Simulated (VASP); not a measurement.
Write the native input for VASP 6.6.1 that does the following.

| Quantity | Value |
| --- | --- |
| Task | single point |
| Functional | PBE |
| Potentials or basis | VASP PAW PBE potentials, release 64 (Ba_sv, S) |
| Cutoff | 520 eV |
| k mesh | 7 × 7 × 7 |
| Occupations | gaussian, width 0.028 eV |
| Spin | no spin polarisation |
| Further INCAR settings | ALGO = Normal; EDIFF = 1e-06 |

The structure of BaS lies in POSCAR:

```
BaS
1.0
    0.0000000000      3.1937500000      3.1937500000
    3.1937500000      0.0000000000      3.1937500000
    3.1937500000      3.1937500000      0.0000000000
Ba S
1 1
Direct
    0.0000000000      0.0000000000      0.0000000000
    0.5000000000      0.5000000000      0.5000000000
```

One way to write it, as run:

INCAR

```
ALGO = Normal
EDIFF = 1E-6
ENCUT = 520
GGA = PE
ISIF = 2
ISMEAR = 0
LASPH = T
LCHARG = T
LELF = T
LREAL = F
LVHAR = T
LWAVE = F
NELM = 80
PREC = Accurate
SIGMA = 0.028000000000000004
```

KPOINTS

```
k-points
0
Gamma
  7 7 7
```

Potentials or basis: VASP PAW PBE potentials, release 64 (Ba_sv, S).

Command:

```bash
$ cat potpaw_PBE.64/Ba_sv/POTCAR potpaw_PBE.64/S/POTCAR > POTCAR
$ mpirun -np 1 vasp_std > vasp.out
```

It gave:

```
Pressure               : 1.4 GPa
Band gap on the k mesh : 2.17 eV, indirect (least direct gap 2.31 eV)
```

Caveat: spin-orbit coupling is left out, which moves the levels of the heavy elements; an odd mesh through Γ misses points on the zone boundary, where band edges often lie.

It took 8.3 s on 1 thread of Intel(R) Xeon(R) 6975P-C (Granite Rapids) (shared host), peak memory 0.2 GiB.
